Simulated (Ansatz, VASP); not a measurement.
# Two plane-wave programs on NaH

```
CELL_PARAMETERS angstrom
2.95512 0.00000 0.00000
0.00000 2.95512 0.00000
0.00000 0.00000 2.95512
ATOMIC_POSITIONS crystal
Na 0.01033 0.01309 0.00530
H 0.50539 0.50213 0.49095
```

Change from the starting cell: atoms moved at random, drawn with an rms of 0.05 Å.

Alike in both runs: task single point; functional PBE; k mesh 9 × 9 × 9; occupations fermi-dirac, width 0.05 eV; no spin polarisation.

|  | VASP | Ansatz |
| --- | --- | --- |
| version | VASP 6.6.1 | Ansatz 0.2.0 |
| potentials or method | VASP PAW PBE potentials, release 64 (Na_pv, H) | Ansatz PAW |
| plane-wave cutoff (eV) | 520 | 420 |
| valence electrons in the cell | 8 | 10 |

|  | VASP | Ansatz | Ansatz less VASP |
| --- | --- | --- | --- |
| gap on the k mesh at the Fermi level (eV) | 1.50 | 1.50 | +0.002 |
| least direct gap on the mesh (eV) | 4.81 | 4.81 | +0.004 |
| pressure (GPa) | 0.2 | 0.2 | +0.04 |
| rms of the force components (eV/Å) | 0.014 | 0.013 | -0.0002 |

Atom by atom the forces differ by 0.000 eV/Å (rms over components). The two sets of potentials don't hold the same shells in valence.

Caveats: an odd mesh through Γ misses points on the zone boundary, where band edges often lie (VASP); odd divisions of the mesh miss points on the zone boundary, where band edges often lie, so the gap on the mesh can be too wide (Ansatz).
